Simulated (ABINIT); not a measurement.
# GaP (F-43m) in ABINIT: further runs, part 2 of 2

ABINIT 10.8.3 (patched build). Earlier steps stand in the parts before.

### 3 Relaxation of cell and atoms, PBEsol

Contents of run.abi:

```
# Pseudopotentials
pp_dirpath "./"
pseudos "Ga.upf, P.upf"

# Structure
acell 7.2831660764 7.2831660764 7.2831660764
rprim
     0.0000000000     0.7071067812     0.7071067812
     0.7071067812     0.0000000000     0.7071067812
     0.7071067812     0.7071067812     0.0000000000
ntypat 2
znucl 31 15
natom 2
typat 1 2
chkprim 0
chksymtnons 0
tolsym 1.0e-6
xred
            0.0            0.0            0.0
            3/4            3/4            3/4

# Plane-wave basis
ecut 36.0
ecutsm 0.5

# k points
kptopt 1
ngkpt 6 6 6
nshiftk 1
shiftk 0.0 0.0 0.0

# Exchange and correlation
ixc -116133

# Bands and occupations
nband 13
occopt 3
tsmear 0.05 eV

# SCF cycle
nstep 80
tolvrs 1.0e-12

# Output
iomode 3
prteig 0
prtebands 0
prtwf 0
prtden 0

# Relaxation
ionmov 22
optcell 2
ntime 50
tolmxf 2.0e-5
dilatmx 1.08
```

Potentials or basis: PseudoDojo NC SR PBEsol v0.4.1 standard.

Run with:

```console
> abinit run.abi > log 2>&1
```

run.abo:

```text
.Version 10.8.3 of ABINIT
 Symmetries : space group F-4 3 m (#216); Bravais cF (face-center cubic)
================================================================================
 Values of the parameters that define the memory need of the present run
     intxc =       0    ionmov =      22      iscf =       7    lmnmax =       6
     lnmax =       6     mgfft =      45  mpssoang =       3    mqgrid =    3001
     natom =       2  nloc_mem =       1    nspden =       1   nspinor =       1
    nsppol =       1      nsym =      24    n1xccc =    2501    ntypat =       2
    occopt =       3   xclevel =       2
       mpw =        3575          nfft =       91125          nkpt =          16
================================================================================
================================================================================

--------------------------------------------------------------------------------
------------- Echo of variables that govern the present computation ------------
[... 448 lines left out ...]
- sigma(3 3)= -1.62437003E-03  sigma(2 1)=  0.00000000E+00

== END DATASET(S) ==============================================================
================================================================================

 -outvars: echo values of variables after computation  --------
            acell      7.2691140286E+00  7.2691140286E+00  7.2691140286E+00 Bohr
           etotal     -8.3301106485E+01
            fcart     -2.6192843985E-29 -2.6192843985E-29  7.8578531956E-29
                       2.6192843985E-29  2.6192843985E-29 -7.8578531956E-29
            rprim      0.0000000000E+00  7.0710678119E-01  7.0710678119E-01
                       7.0710678119E-01  0.0000000000E+00  7.0710678119E-01
                       7.0710678119E-01  7.0710678119E-01  0.0000000000E+00
           strten     -5.5211215055E-08 -5.5211215060E-08 -5.5211215057E-08
                       0.0000000000E+00  0.0000000000E+00  0.0000000000E+00
           xangst     -1.0270992905E-44 -1.0270992905E-44 -1.3453343280E-28
                       4.0799879033E+00  4.0799879033E+00  4.0799879033E+00
             xred     -2.4730483763E-29 -2.4730483763E-29  2.4730483763E-29
                       7.5000000000E-01  7.5000000000E-01  7.5000000000E-01
 Calculation completed.
```

Run time: 1.9 min. Hardware: 1 thread of Intel Xeon Platinum 8259CL at 2.50GHz (Skylake/Cascade Lake), shared host; peak memory 0.09 GiB.

What came out:

* Free energy: -2266.7386 eV
* Relaxed volume: 20.12 Å³/atom
* Relaxed cell: a = 3.847 Å, b = 3.847 Å, c = 3.847 Å, α = 60.00°, β = 60.00°, γ = 60.00°
* Space group after relaxing (to 0.05 Å): F-43m (No. 216)
* Energy gained by relaxing: 0.2 meV/atom
* Ionic steps: 3
* Pressure after relaxing: 0.0 GPa
* Band gap on the k mesh: 1.50 eV, indirect (least direct gap 1.78 eV)

Step by step:
| step | energy change (eV) | largest force (eV/Å) | pressure (GPa) | volume (Å³) |
| --- | --- | --- | --- | --- |
| 1 | 0.0000 | 0.0000 | -0.52 | 40.48 |
| 2 | -0.0002 | 0.0000 | -0.38 | 40.42 |
| 3 | -0.0004 | 0.0000 | 0.00 | 40.25 |

Final structure:
```
CELL_PARAMETERS angstrom
0.00000 2.71999 2.71999
2.71999 0.00000 2.71999
2.71999 2.71999 0.00000
ATOMIC_POSITIONS crystal
Ga 0.00000 0.00000 0.00000
P 0.75000 0.75000 0.75000
```

A k mesh can miss the band edges. A hybrid or GW would open this gap; PBEsol tends to underestimate it.

### 4 Single point, PBEsol (cell relaxed)

Contents of run.abi:

```
# Pseudopotentials
pp_dirpath "./"
pseudos "Ga.upf, P.upf"

# Structure
acell 7.2691140356 7.2691140356 7.2691140356
rprim
     0.0000000000     0.7071067812     0.7071067812
     0.7071067812     0.0000000000     0.7071067812
     0.7071067812     0.7071067812     0.0000000000
ntypat 2
znucl 31 15
natom 2
typat 1 2
xred
     0.0000000000     0.0000000000     0.0000000000
     0.7500000000     0.7500000000     0.7500000000
chkprim 0
chksymtnons 0
tolsym 1.0e-6

# Plane-wave basis
ecut 36.0

# k points
kptopt 1
ngkpt 6 6 6
nshiftk 1
shiftk 0.0 0.0 0.0

# Exchange and correlation
ixc -116133

# Bands and occupations
nband 13
occopt 3
tsmear 0.05 eV

# SCF cycle
nstep 100
tolvrs 1.0e-10

# Output
iomode 3
prtwf 0
prtden 0
prteig 0
prtebands 0
prtvol 2
```

Run with:

```console
> abinit run.abi > log 2>&1
```

Run time: 26 s. Hardware: 1 thread of Intel Xeon Platinum 8259CL at 2.50GHz (Skylake/Cascade Lake), shared host; peak memory 0.08 GiB.

Results (log left out):

```
Free energy                                           : -2266.7409 eV
Pressure                                              : -1.0 GPa
Band gap on the k mesh                                : 1.50 eV, indirect (least direct gap 1.78 eV)
Valence electrons inside the program's atomic spheres : Ga 10.85; P 2.80
```

Levels at points of the mesh, in eV from the valence-band top:
```csv
k point,band 7,band 8,band 9,band 10,band 11,band 12
"(0.00, 0.00, 0.00)",0.00,0.00,0.00,1.78,3.82,3.82
"(0.50, 0.00, 0.00)",-6.73,-1.14,-1.14,1.59,4.64,4.64
"(0.50, 0.50, 0.00)",-6.83,-2.73,-2.73,1.50,1.71,10.56
```

A k mesh can miss the band edges.

### 5 Single point, PBE

Contents of run.abi:

```
# Pseudopotentials
pp_dirpath "./"
pseudos "Ga_ONCV_PBE-1.2.upf, P_ONCV_PBE-1.2.upf"

# Structure
acell 3*1.0
rprim
     0.0000000000     5.1499761211     5.1499761211
     5.1499761211     0.0000000000     5.1499761211
     5.1499761211     5.1499761211     0.0000000000
ntypat 2
znucl 31 15
natom 2
typat 1 2
xred
     0.0000000000     0.0000000000     0.0000000000
     0.7500000000     0.7500000000     0.7500000000

# Plane-wave basis
ecut 40.0

# k points
kptopt 1
ngkpt 6 6 6
nshiftk 1
shiftk 0.0 0.0 0.0

# Exchange and correlation
ixc 11

# Bands and occupations
nband 13
occopt 3
tsmear 0.05 eV

# SCF cycle
nstep 100
tolvrs 1.0e-10

# Output
iomode 3
prtwf 0
prtden 0
prteig 0
prtebands 0
enunit 1
prtvol 2
```

Potentials or basis: SG15 NC PBE v1.2.

Run with:

```console
> abinit run.abi > log 2>&1
```

Wall time 26 s (1 thread of Arm Neoverse V1, shared host); peak memory 0.08 GiB.

The run converged. Its results:

```yaml
Free_energy: -1966.7036 eV
Band_gap_on_the_k_mesh: 1.65 eV, indirect (least direct gap 1.82 eV)
Valence_electrons_inside_the_program's_atomic_spheres: Ga 10.82; P 2.81
```

Levels at points of the mesh, in eV from the valence-band top:
```csv
k point,band 7,band 8,band 9,band 10,band 11,band 12
"(0.00, 0.00, 0.00)",0.00,0.00,0.00,1.82,3.89,3.89
"(0.50, 0.00, 0.00)",-6.63,-1.12,-1.12,1.67,4.72,4.72
"(0.50, 0.50, 0.00)",-6.75,-2.68,-2.68,1.65,1.83,10.59
```

Caveat: the cutoff is too short for stress, so the log's stress isn't used.

### 6 Single point, PBE

Contents of run.abi:

```
# Pseudopotentials
pp_dirpath "./"
pseudos "Ga.upf, P.upf"

# Structure
acell 3.8540855109 3.8540855109 3.8540855109 Angstrom
rprim
     0.0000000000     0.7071067812     0.7071067812
     0.7071067812     0.0000000000     0.7071067812
     0.7071067812     0.7071067812     0.0000000000
ntypat 2
znucl 31 15
natom 2
typat 1 2
xred
     0.0000000000     0.0000000000     0.0000000000
     0.7500000000     0.7500000000     0.7500000000

# Plane-wave basis
ecut 36.0

# k points
kptopt 1
ngkpt 6 6 6
nshiftk 1
shiftk 0.0 0.0 0.0

# Exchange and correlation
ixc 11

# Bands and occupations
nband 13
occopt 3
tsmear 0.00183747

# SCF cycle
nstep 100
tolvrs 1.0e-10

# Output
iomode 3
prtwf 0
prtden 0
prteig 0
prtebands 0
```

Potentials or basis: PseudoDojo NC SR PBE v0.4.1 standard.

Run with:

```console
> abinit run.abi > log 2>&1
```

Wall time 20 s (1 thread of Arm Neoverse V1, shared host); peak memory 0.08 GiB.

Results (log left out):

```
Free energy                                           : -2270.1819 eV
Band gap on the k mesh                                : 1.65 eV, indirect (least direct gap 1.82 eV)
Valence electrons inside the program's atomic spheres : Ga 10.83; P 2.79
```

Levels at points of the mesh, in eV from the valence-band top:
```tsv
k point	band 5	band 6	band 7	band 8	band 9	band 10	band 11	band 12	band 13
(0.00, 0.00, 0.00)	-14.48	-12.49	0.00	0.00	0.00	1.82	3.89	3.89	3.89
(0.50, 0.00, 0.00)	-14.47	-10.43	-6.63	-1.12	-1.12	1.67	4.72	4.72	8.29
(0.50, 0.50, 0.00)	-14.45	-9.53	-6.75	-2.68	-2.68	1.65	1.82	10.57	10.57
```

Caveat: the cutoff is too short for stress, so the log's stress isn't used.

### 7 The runs side by side

```tsv
task	level	potentials or basis	cell	cutoff (eV)	cell freedom (optcell)	optimiser (ionmov)	cutoff smearing ecutsm (Ha)	force stop (Ha/bohr)	gap on the mesh (eV)	pressure (GPa)
single point	LDA	PseudoDojo NC SR LDA v0.4.1 standard	as given	1088	-	-	-	-	1.50	-2.9
relaxation of cell and atoms	PBEsol	PseudoDojo NC SR PBEsol v0.4.1 standard	relaxed	980	2	22	0.5	2e-05	1.50	0.0
single point	PBEsol	PseudoDojo NC SR PBEsol v0.4.1 standard	cell relaxed	980	-	-	-	-	1.50	-1.0
single point	PBE	SG15 NC PBE v1.2	as given	1088	-	-	-	-	1.65	-
single point	PBE	PseudoDojo NC SR PBE v0.4.1 standard	as given	980	-	-	-	-	1.65	-
```

Alike in all rows: no spin polarisation; k mesh 6 × 6 × 6; smearing fermi-dirac 0.05 eV.

Absolute energies hang on the potentials; compare differences alone.

### 8 Comparison with measurements

Step 2. Against the measured gap of GaP, 2.34 eV (indirect; 10 K; quoted in “Stacking defects in GaP nanowires: Electronic structure and optical properties”, 2018, arxiv:1810.01194), the calculated 1.50 eV is off by -0.84 eV. Spin-orbit coupling on Ga is left out. The value is that of LDA on a finite k mesh, which can miss the band edges, without temperature or zero-point motion. Semilocal functionals fall short of measured gaps as a rule.

Step 5. Measured gap of GaP: 2.34 eV (indirect; 10 K; quoted in “Stacking defects in GaP nanowires: Electronic structure and optical properties”, 2018, arxiv:1810.01194). This calculation gives 1.65 eV (-0.69 eV). Spin-orbit coupling on Ga is left out. The value is that of PBE on a finite k mesh, which can miss the band edges, without temperature or zero-point motion. Semilocal functionals fall short of measured gaps as a rule.

Step 6. Measured gap of GaP: 2.34 eV (indirect; 10 K; quoted in “Stacking defects in GaP nanowires: Electronic structure and optical properties”, 2018, arxiv:1810.01194). This calculation gives 1.65 eV (-0.69 eV). Spin-orbit coupling on Ga is left out. The value is that of PBE on a finite k mesh, which can miss the band edges, without temperature or zero-point motion. Semilocal functionals fall short of measured gaps as a rule.
